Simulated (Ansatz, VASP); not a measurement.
## Ti in VASP and in Ansatz

```
Ti
1.0
    -1.66791    1.66791    1.66791
     1.66791   -1.66791    1.66791
     1.66791    1.66791   -1.66791
Ti
1
Cartesian
  0.0000 0.0000 0.0000
```

Change from the starting cell: volume scaled by 1.05.

Alike in both runs: task single point; functional PBE; k mesh 14 × 14 × 14; occupations fermi-dirac, width 0.05 eV; no spin polarisation.

|  | VASP | Ansatz |
| --- | --- | --- |
| version | VASP 6.6.1 | Ansatz 0.2.0 |
| potentials or method | VASP PAW PBE potentials, release 64 (Ti_sv), cutoff 520 eV | all-electron LAPW, scalar-relativistic |

```csv
,VASP,Ansatz,Ansatz less VASP
pressure (GPa),-6.9,-6.8,+0.15
```

Ansatz ran all-electron here, so the differences hold the error of VASP's frozen core and of both bases.
